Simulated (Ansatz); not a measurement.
## ¹⁷O NMR of the central transition in Al₂O₃ under strain

Cell: a measured structure from the Crystallography Open Database (COD), relaxed with PBE at fixed cell and then changed (z compressed by 3 %, ions relaxed).

```
Al O
1.0
     2.38025    1.37424    4.20191
    -2.38025    1.37424    4.20191
     0.00000   -2.74848    4.20191
Al O
4 6
Cartesian
  0.0000 0.0000 4.4504
  0.0000 0.0000 1.8524
  0.0000 0.0000 8.1553
  0.0000 0.0000 10.7533
  -0.9242 1.3742 7.3533
  -0.7280 -1.4875 7.3533
  1.6522 0.1133 7.3533
  0.9242 -1.3742 5.2524
  0.7280 1.4875 5.2524
  -1.6522 -0.1133 5.2524
```

Atom numbers follow the list; atoms alike are taken as one site, whose name carries the number of the first.

Level of theory: DFT, PBE, plane waves and PAW, scalar-relativistic, 420 eV cutoff, Γ-centred 8×8×8 k-points, Fermi–Dirac smearing 0.02 eV (Ansatz 0.2.0).

¹⁷O has I = 5/2 and Q = -25.58 mb (Pyykkö 2018); at 14.1 T its Larmor frequency is ν₀ = 81.4 MHz. Only the quadrupole interaction is simulated: positions count from each site's isotropic chemical shift, and J coupling is left out, as are shift anisotropy and dipolar coupling, which fast spinning averages.

Simulated pattern of one O site (fast magic-angle spinning, Gaussian broadening 0.03 kHz):

```
offset (kHz)  height
     -1.0147       0
     -0.9720       4
     -0.9293       7
     -0.8866       8
     -0.8439       8
     -0.8012       8
     -0.7585       9
     -0.7158       9
     -0.6731      28
     -0.6304      49
     -0.5877      74
     -0.5450      85
     -0.5023      63
     -0.4596      57
     -0.4169      55
     -0.3742      56
     -0.3315      58
     -0.2888      64
     -0.2461      79
     -0.2034     100
     -0.1607      73
     -0.1180      59
     -0.0753      20
     -0.0326       0
```

**Question.** Which |C_Q| and η does the pattern imply?

**Answer.** The pattern spans 0.894 kHz before broadening and its centre of gravity is at -0.394 kHz, which fixes P_Q; the places of the horns and steps fix η. That gives P_Q = 2.31 MHz, |C_Q| = 2.29 MHz and η = 0.23. The sign of C_Q can't be read from the pattern.

At this changed cell the PBE pressure is 15 GPa.
